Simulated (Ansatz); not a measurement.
**What strain does to CaO (wurtzite)**

Wurtzite CaO (no longer in that coordination), relaxed with r2SCAN in Ansatz 0.2.0. It is hexagonal, P6_3/mmc (No. 194); a = 3.981 Å, c = 4.770 Å in the conventional setting, 16.37 Å³ an atom. Around Ca lie 5 O at 2.30–2.39 Å; around O lie 5 Ca at 2.30–2.39 Å. The cell started from the wurtzite prototype, but the relaxation took it to the higher symmetry P6_3/mmc (No. 194), so the name no longer describes it.

The axes x, y and z are those of this cell:
```
CELL_PARAMETERS angstrom
3.98084 0.00000 0.00000
-1.99042 3.44751 0.00000
0.00000 0.00000 4.77044
ATOMIC_POSITIONS crystal
Ca 0.33333 0.66667 0.93750
Ca 0.66667 0.33333 0.43750
O 0.33333 0.66667 0.43750
O 0.66667 0.33333 0.93750
```

Unstrained: The PBE gap is direct at Γ: 3.206 eV. With r2SCAN the gap is 3.633 eV and direct, at Γ. HSE06 gives a direct gap of 4.579 eV at Γ. Meshes: PBE 12×12×6, r2SCAN 12×12×6, HSE06 6×6×4. Strains are changes of length per length, and xy shears are angles. After each strain the atoms were relaxed again with r2SCAN within the symmetry that the strain leaves, so tilts or polar shifts that break it weren't tested; points keep the names that they have in the unstrained zone. No spin polarisation. The prototype was imposed, so other structures may be more stable.

Changes of the least gap in eV (an overlap counts as a negative gap):

| strain | volume change (%) | space group | PBE | r2SCAN | HSE06 | energy rise, r2SCAN (meV/atom) |
| --- | --- | --- | --- | --- | --- | --- |
| epitaxial +1.0 % in the xy plane, free normal strain -0.48 % | +1.5 | P6_3/mmc | -0.097 | -0.102 | -0.098 | 1.9 |
| isotropic +1.5 % on every length | +4.6 | P6_3/mmc | -0.158 | -0.160 | -0.180 | 9.3 |
| xy shear, engineering strain (angle) -1.0 % | 0.0 | P2_1/m | 0.000 | 0.000 | 0.000 | 0.1 |

Epitaxial +1.0 % in the xy plane, free normal strain -0.48 %. HSE06: the gap goes from 4.579 to 4.481 eV (-0.098 eV). Stress change with r2SCAN, compression positive: xx -1.84, yy -1.84, zz +0.01 GPa.

Isotropic +1.5 % on every length. HSE06: the gap goes from 4.579 to 4.399 eV (-0.180 eV). Stress change with r2SCAN, compression positive: xx -3.68, yy -3.68, zz -4.14 GPa. For HSE06, dE_g/d ln V = -4.0 eV over this step.

Xy shear, engineering strain (angle) -1.0 %. HSE06: the gap goes from 4.579 to 4.579 eV (0.000 eV). Stress change with r2SCAN, compression positive: xx -0.01, yy 0.00, zz 0.00, xy +0.14 GPa.

The meshes of the hybrids are coarse, so their gaps aren't converged to the digits shown.
